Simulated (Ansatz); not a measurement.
## Mn3Si under changes of volume

One of the cells (11.709 Å³/atom); the others are scaled copies at fixed shape and fractional positions:

```
Mn Si
1.0
     0.00000    2.86100    2.86100
     2.86100    0.00000    2.86100
     2.86100    2.86100    0.00000
Mn Si
3 1
Direct
  0.75000 0.75000 0.75000
  0.25000 0.25000 0.25000
  0.50000 0.50000 0.50000
  0.00000 0.00000 0.00000
```

```yaml
Program: Ansatz 0.2.0
Functional: LDA
Potentials_or_basis: all-electron LAPW, scalar-relativistic
Cutoff: 282 eV (chosen from the basis error)
Basis_error_allowed: 0.002 eV/atom
k_mesh: 8 × 8 × 8
Occupations: fermi-dirac, width 0.05 eV
Spin: collinear spin, ferromagnetic start
Starting_moments: "[4.0, 4.0, 4.0, 0.0] μB"
```

```csv
volume (Å³/atom),energy over the lowest point (meV/atom),pressure (GPa),moment (μB per cell)
11.007,0.00,-13.6,1.19
11.241,?,?,?
11.475,49.24,-20.4,1.06
11.709,80.78,-23.3,1.04
11.943,116.32,-25.9,1.03
12.177,155.57,-28.2,1.02
12.412,198.07,-30.2,1.01
```

Problem. What does the run at 11.241 Å³/atom give?

Solution. Energy over the lowest point 22.18 meV/atom; pressure -17.1 GPa; moment 1.11 μB per cell.

Worked out: A Birch-Murnaghan fit of order 3 (a polynomial in V^(-2/3)) to the other rows has no minimum within the range. It gives 22.12 meV/atom at 11.241 Å³/atom, against the run's 22.18, and -dE/dV = -16.9 GPa, against -17.1. A parabola through the other rows of the moment, of slope -0.234 μB per Å³/atom there, gives 1.12 μB, against the run's 1.11.

Energies are extrapolated to zero smearing.

Caveats: the starting moments weren't kept.
